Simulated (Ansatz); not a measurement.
# Zr under changes of volume

One of the cells (23.281 Å³/atom); the others are scaled copies at fixed shape and fractional positions:

```
Zr
1.0
     3.23200    0.00000    0.00000
    -1.61600    2.79899    0.00000
     0.00000    0.00000    5.14700
Zr
2
Direct
  0.66667 0.33333 0.75000
  0.33333 0.66667 0.25000
```

| Property | Result |
| --- | --- |
| Program | Ansatz 0.2.0 |
| Functional | PBEsol |
| Potentials or basis | Ansatz PAW |
| Cutoff | 420 eV (not typed: the program's choice for these potentials) |
| k mesh | 9 × 9 × 5 |
| Occupations | fermi-dirac, width 0.05 eV |
| Spin | no spin polarisation |

```csv
volume (Å³/atom),energy over the lowest point (meV/atom),pressure (GPa)
21.884,4.90,2.8
22.350,0.00,0.6
22.815,1.20,-1.4
23.281,?,?
23.746,19.91,-5.0
24.212,36.59,-6.5
24.678,57.62,-8.0
```

Task: What does the run at 23.281 Å³/atom give?

Result: Energy over the lowest point 7.98 meV/atom; pressure -3.3 GPa.

Worked out: A Birch-Murnaghan fit of order 3 (a polynomial in V^(-2/3)) to the other rows has its minimum at 22.49 Å³/atom with B0 = V·E''(V) = 99 GPa and B' = 3.1 at fixed shape and positions, which overstates the stiffness. It gives 7.99 meV/atom at 23.281 Å³/atom, against the run's 7.98, and -dE/dV = -3.2 GPa, against -3.3.

Energies are extrapolated to zero smearing.

Caveats: the PAW data sets come from PBE, with cores solved anew for the run's functional, which leaves a small shift of forces and pressure.
